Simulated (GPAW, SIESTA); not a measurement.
This is a calculation of Ca (Calcium) for SIESTA 5.4.2. 

Ca.fdf

```
SystemName                      Calcium
SystemLabel                     Ca
NumberOfSpecies                 1
NumberOfAtoms                   1
%block ChemicalSpeciesLabel
  1  20 Ca
%endblock ChemicalSpeciesLabel

LatticeConstant                 1.0 Ang
%block LatticeVectors
     0.0000000000     2.7942000000     2.7942000000
     2.7942000000     0.0000000000     2.7942000000
     2.7942000000     2.7942000000     0.0000000000
%endblock LatticeVectors
AtomicCoordinatesFormat         Ang
%block AtomicCoordinatesAndAtomicSpecies
     0.0000000000     0.0000000000     0.0000000000  1
%endblock AtomicCoordinatesAndAtomicSpecies

%block kgrid.MonkhorstPack
    8   0   0  0.0
    0   8   0  0.0
    0   0   8  0.0
%endblock kgrid.MonkhorstPack
XC.Functional                   LDA
XC.Authors                      PW92
PAO.BasisSize                   DZP
PAO.EnergyShift                 0.003 Ry
Mesh.Cutoff                     800 Ry
OccupationFunction              FD
ElectronicTemperature           0.05 eV
MaxSCFIterations                120
SCF.MustConverge                false
SCF.Mixer.Method                Pulay
SCF.Mixer.Weight                0.25
SCF.Mixer.History               8
SCF.DM.Tolerance                5.0e-05
SCF.H.Tolerance                 1.0e-03 eV
WriteForces                     true
Charge.Mulliken                 end
%block PAO.Basis
  Ca 5
  n=3 0 2
    3.561 0.000
  n=4 0 2
    9.500 0.000
  n=3 1 2
    4.098 0.000
  n=4 1 1
    9.500
  n=3 2 1
    7.000
%endblock PAO.Basis
```

Potentials or basis: PseudoDojo 0.4 standard (LDA files), converted to PSML, two zetas on semicore shells, DZP (energy shift 0.003 Ry; two zetas on semicore shells; d shell added on Ca).

Command:

```console
$ siesta Ca.fdf > Ca.out 2>&1
```

Translate it to GPAW 26.7.0 (ASE script). Potentials or basis there: the program's PAW data sets (release 1.2.1) made for this functional, cutoff 600 eV.

As run (cutoffs and basis follow the program's own potentials, and thresholds, step limits or extra output files can differ):

Contents of run.py:

```python
from ase import Atoms
from ase.dft.bandgap import bandgap
from ase.io import write
from ase.units import GPa
from gpaw import GPAW, PW

atoms = Atoms(['Ca'],
              cell=[[0.0, 2.7942, 2.7942],
                    [2.7942, 0.0, 2.7942],
                    [2.7942, 2.7942, 0.0]],
              scaled_positions=[[0.0, 0.0, 0.0]],
              pbc=True)

calc = GPAW(mode=PW(600),
            xc='LDA',
            kpts={'size': (8, 8, 8), 'gamma': True},
            occupations={'name': 'fermi-dirac', 'width': 0.05},
            nbands=12,
            convergence={'density': 1e-05, 'energy': 1e-05},
            maxiter=150,
            txt='gpaw.txt')
atoms.calc = calc
energy = atoms.get_potential_energy()
forces = atoms.get_forces()
stress = atoms.get_stress()
calc.write('gs.gpw')
write('result.traj', atoms)
print(f'Energy: {energy:.6f} eV')
print('Forces (eV/A):')
print(forces.round(4))
print('Stress (GPa):', (stress / GPa).round(3))
print('Fermi level:', round(calc.get_fermi_level(), 4), 'eV')
print(f'Gap: {bandgap(calc)[0]:.4f} eV, direct: {bandgap(calc, direct=True)[0]:.4f} eV')
```

Potentials or basis: the program's PAW data sets (release 1.2.1) made for this functional, pw.

The run is started by

```sh
$ OMP_NUM_THREADS=1 python run.py
```

Both were run:

|  | SIESTA | GPAW |
| --- | --- | --- |
| Pressure | -2.0 GPa | -2.1 GPa |

The two programs' LDA may be different fits to the electron gas.

Pressure is positive in compression.
